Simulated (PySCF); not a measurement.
# C3H4N2 (1H-Pyrazole): the cost of one run

Programs: PySCF 2.14.0, with density-fitted response routines of our own. Each step states its level of theory. These are calculated values for one molecule in the gas phase, unless marked as measured. Atoms are numbered from 0 throughout.

## 1. The molecule as given

9 atoms, charge 0, multiplicity 1; geometry from: MMFF94s. The atoms were then displaced at random by about 0.03 Å, so the start is not that level's minimum.

Bonds of the start (Å): C0–C1 1.31, C1–N2 1.35, N2–N3 1.19, N3–C4 1.38, C4–C0 1.40, C0–H5 1.17, C1–H6 1.13, N3–H7 1.04, C4–H8 1.10.

## 2. Geometry optimisation at PBE0-D3(BJ)/def2-SVP

The job: settings as JSON, then the geometry in Å.

```
{"job": {"xc": "PBE0", "basis": "def2-SVP", "d3": "d3bj", "grid": 1, "shake": 0.03, "kind": "geom"}, "charge": 0, "multiplicity": 1}
C      0.217080     0.924060     0.119830
C      1.196750     0.081050    -0.096270
N      0.727520    -1.172540    -0.231740
N     -0.446120    -1.056260    -0.092850
C     -0.982660     0.198720     0.075840
H      0.199220     2.087020     0.224370
H      2.303570     0.293340    -0.152920
H     -1.054660    -1.894240    -0.153020
H     -2.027960     0.469400     0.281100
```

The run is started by

```
$ OMP_NUM_THREADS=1 python probes_run.py task.json out
```

This one command runs all jobs of the session in turn.

**Question.** How long does this first job take on 1 thread of AMD EPYC 7R13, shared host, and how much memory does it need?

About 18 s, with a peak of 0.38 GiB.
